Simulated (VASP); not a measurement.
Set up this calculation in VASP 6.6.1, as the native input.

- Task: relaxation of cell and atoms
- Functional: PBE
- Potentials or basis: VASP PAW PBE potentials, release 64 (Sr_sv)
- Cutoff: 520 eV
- k mesh: 12 × 12 × 12
- Occupations: gaussian, width 0.1 eV
- Spin: no spin polarisation
- Further INCAR settings: ALGO = Normal; EDIFF = 1e-06; IBRION = 2; EDIFFG = -0.01; NSW = 90; ISIF = 3

The structure of Sr lies in POSCAR:

```
Sr
1.0
    0.0000000000      3.0423500000      3.0423500000
    3.0423500000      0.0000000000      3.0423500000
    3.0423500000      3.0423500000      0.0000000000
Sr
1
Direct
    0.0000000000      0.0000000000      0.0000000000
```

One way to write it, as run:

INCAR

```
  ALGO = Normal
  EDIFF = 1E-6
  EDIFFG = -0.01
  ENCUT = 520
  GGA = PE
  IBRION = 2
  ISIF = 3
  ISMEAR = 0
  LASPH = True
  LCHARG = False
  LREAL = False
  LWAVE = False
  NELM = 120
  NSW = 90
  PREC = Accurate
  SIGMA = 0.1
```

KPOINTS

```
k-points
0
Gamma
  12 12 12
```

Potentials or basis: VASP PAW PBE potentials, release 64 (Sr_sv).

Launch:

```console
$ cat potpaw_PBE.64/Sr_sv/POTCAR > POTCAR
$ mpirun -np 1 vasp_std > vasp.out
```

It gave:

```yaml
Relaxed_volume: 54.81 Å³/atom
Relaxed_cell: a = 4.264 Å, b = 4.264 Å, c = 4.264 Å, α = 60.00°, β = 60.00°, γ = 60.00°
Space_group_after_relaxing_to_0.05_Å: Fm-3m (No. 225)
Energy_gained_by_relaxing: 1.5 meV/atom
Ionic_steps: 3
Pressure_after_relaxing: 0.0 GPa
Band_gap_on_the_k_mesh: none (metal or under the smearing width)
```

It took 36 s on 1 thread of AMD EPYC 9R45 (Zen 5) (shared host), peak memory 0.17 GiB.
